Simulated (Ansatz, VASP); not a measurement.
# One calculation of C, two programs

The input INCAR:

```
  PREC = Accurate
  ENCUT = 600
  EDIFF = 1E-6
  ISMEAR = -1
  SIGMA = 0.05
  LREAL = False
  LASPH = True
  NELM = 80
  ALGO = Normal
  ISIF = 3
  LWAVE = False
  LCHARG = False
  GGA = RP
  IBRION = 2
  NSW = 60
  EDIFFG = -0.01
```

File KPOINTS:

```
regular mesh
0
Gamma
  10 10 10
```

File POSCAR:

```
C
1.0
    2.6197200000      0.0000000000      0.0000000000
    0.0000000000      2.6197200000      0.0000000000
    0.0000000000      0.0000000000      2.6197200000
C
3
Direct
    0.0000000000      0.5000000000      0.5000000000
    0.5000000000      0.0000000000      0.5000000000
    0.5000000000      0.5000000000      0.0000000000
```

Contents of input.yaml:

```yaml
crystal:
  lattice:
    - [2.61972, 0.0, 0.0]
    - [0.0, 2.61972, 0.0]
    - [0.0, 0.0, 2.61972]
  atoms:
    - { symbol: C, position: [0.0, 0.5, 0.5] }
    - { symbol: C, position: [0.5, 0.0, 0.5] }
    - { symbol: C, position: [0.5, 0.5, 0.0] }
hamiltonian:
  xc: rpbe
  pseudopotentials: { kind: paw }
kpoints:
  mp_grid: { grid: [10, 10, 10] }
scf:
  occupations: { method: fermi_dirac, width: 0.05 }
output:
  forces: true
  stress: true
  eigenvalues: true
  write_density: true
  write_potential: true
  elf: true
  volumetric_format: npy
relax:
  f_tol: 0.01
  max_steps: 40
  cell: { stress_tol: 0.05 }
```

The cell was built by a generator and needn't be a form met in nature.

Alike in both runs: task relaxation of cell and atoms; functional RPBE; k mesh 10 × 10 × 10; occupations fermi-dirac, width 0.05 eV; no spin polarisation.

```csv
,VASP,Ansatz
version,VASP 6.6.1,Ansatz 0.2.0
potentials or method,"VASP PAW PBE potentials, release 64 (C)",Ansatz PAW
plane-wave cutoff (eV),600,420
valence electrons in the cell,12,12
```

|  | VASP | Ansatz | Ansatz less VASP |
| --- | --- | --- | --- |
| gap on the k mesh at the Fermi level, each at its own relaxed structure (eV) | none | none | - |
| relaxed volume (Å³/atom) | 6.26 | 6.27 | +0.013 |
| relaxed cell length with the largest relative difference (Å) | 2.658 | 2.660 | +0.0018 |
| energy change over the relaxation (meV/atom) | -6 | -7 | -0.9 |

A gap of «none» marks a metal or a gap that the smearing closes.

Caveats: the PAW data sets were made with another functional, which shifts forces and pressure a little (VASP); the plane-wave basis is chosen anew once the cell has moved, so the energies of steps on either side of that aren't comparable (Ansatz); the pressure holds a Pulay correction of +0.6 GPa for the finite cutoff (Ansatz); the PAW data sets come from PBE, with cores solved anew for the run's functional, which leaves a small shift of forces and pressure (Ansatz).
